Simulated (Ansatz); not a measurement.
# Al2Au in Ansatz: the effect of functional

The system is Al2Au.

```
Au Al
1.0
     0.00000    2.95945    2.95945
     2.95945    0.00000    2.95945
     2.95945    2.95945    0.00000
Au Al
1 2
Direct
  0.00000 0.00000 0.00000
  0.75000 0.75000 0.75000
  0.25000 0.25000 0.25000
```

The cell isn't the ideal one: volume scaled by 0.96.

Alike in all runs:

| Quantity | Value |
| --- | --- |
| Program | Ansatz 0.2.0 |
| Task | single point |
| Potentials or basis | Ansatz PAW |
| k mesh | 8 × 8 × 8 |
| Occupations | fermi-dirac, width 0.05 eV |
| Spin | no spin polarisation |

Task: One run gave: pressure 2.2 GPa. Which functional did it use?
A. PBEsol
B. LDA
C. r2SCAN

Result: B.

```tsv
functional	cutoff	pressure (GPa)
LDA	420 eV (not typed: the program's choice for these potentials)	2.2
PBEsol	420 eV (not typed: the program's choice for these potentials)	5.2
r2SCAN	500 eV (not typed: the program's choice for these potentials)	5.9
```

Caveats: the PAW data sets come from PBE, with cores solved anew for the run's functional, which leaves a small shift of forces and pressure.
